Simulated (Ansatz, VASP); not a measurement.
**V in VASP and in Ansatz**

The input INCAR:

```
PREC     = Accurate       # precision mode
ENCUT    = 600            # plane-wave cutoff, eV
EDIFF    = 1E-7           # SCF threshold, eV
ISMEAR   = 0              # smearing method
SIGMA    = 0.1            # smearing width, eV
LREAL    = False          # projectors in reciprocal space
LASPH    = True           # aspherical terms in the spheres
NELM     = 150            # most SCF steps
ALGO     = Normal         # electronic algorithm
ISIF     = 3              # what is computed and relaxed
LWAVE    = False          # write WAVECAR
LCHARG   = False          # write CHGCAR
ISPIN    = 2              # spin polarisation
MAGMOM   = 0.16 0.16 0.16 0.16 # initial moments
LORBIT   = 11             # projections on sites
LMAXMIX  = 4              # l up to which the mixer works
GGA      = PE             # functional
IBRION   = 2              # ionic algorithm
NSW      = 90             # ionic steps
EDIFFG   = -0.04          # ionic threshold
```

File KPOINTS:

```
Automatic mesh
0
Gamma
  6 6 4
```

File POSCAR:

```
V
1.0
    1.5118855153     -4.7960114534      0.0000000000
    1.5118855153      4.7960114534      0.0000000000
    0.0000000000      0.0000000000      4.0012438411
V
4
Direct
    0.0980000000      0.9020000000      0.9100000000
    0.5980000000      0.4020000000      0.5900000000
    0.9020000000      0.0980000000      0.0900000000
    0.4020000000      0.5980000000      0.4100000000
```

Input for Ansatz:

```yaml
crystal:
  lattice:
    - [1.5118855153, -4.7960114534, 0.0]
    - [1.5118855153, 4.7960114534, 0.0]
    - [0.0, 0.0, 4.0012438411]
  atoms:
    - { symbol: V, position: [0.098, 0.902, 0.91], spin: 0.16 }
    - { symbol: V, position: [0.598, 0.402, 0.59], spin: 0.16 }
    - { symbol: V, position: [0.902, 0.098, 0.09], spin: 0.16 }
    - { symbol: V, position: [0.402, 0.598, 0.41], spin: 0.16 }
basis:
  ecutwfc: 420
kpoints:
  mp_grid: { grid: [6, 6, 4] }
hamiltonian:
  xc: pbe
scf:
  occupations: { method: gaussian, width: 0.1 }
  lower_state_search: "off"
output:
  forces: true
  stress: true
  eigenvalues: true
  populations: true
magnetization:
  spin_polarized: true
relax:
  adjacent_minimum: "off"
  f_tol: 0.04
  max_steps: 70
  cell: { stress_tol: 0.4 }
```

Alike in both runs: task relaxation of cell and atoms; functional PBE; k mesh 6 × 6 × 4; occupations gaussian, width 0.1 eV; collinear spin.

|  | VASP | Ansatz |
| --- | --- | --- |
| version | VASP 6.6.1 | Ansatz 0.2.0 |
| potentials or method | VASP PAW PBE potentials, release 64 (V_sv) | scalar-relativistic, plane waves, PAW |
| plane-wave cutoff (eV) | 600 | 420 |
| valence electrons in the cell | 52 | 52 |

|  | VASP | Ansatz | Ansatz less VASP |
| --- | --- | --- | --- |
| gap on the k mesh at the Fermi level, each at its own relaxed structure (eV) | none | none | - |
| net moment per atom (μB) | 0.00 | 0.00 | 0.000 |
| relaxed volume (Å³/atom) | 13.92 | 13.90 | -0.026 |
| relaxed cell length with the largest relative difference (Å) | 4.332 | 4.311 | -0.0216 |
| energy change over the relaxation (meV/atom) | -1963 | -1881 | +82.4 |

A gap of «none» marks a metal or a gap that the smearing closes. Ansatz warned: «seeded_moment_not_kept».

Caveats: the k mesh is coarse (spacing up to 0.39 Å⁻¹), so the values aren't converged.
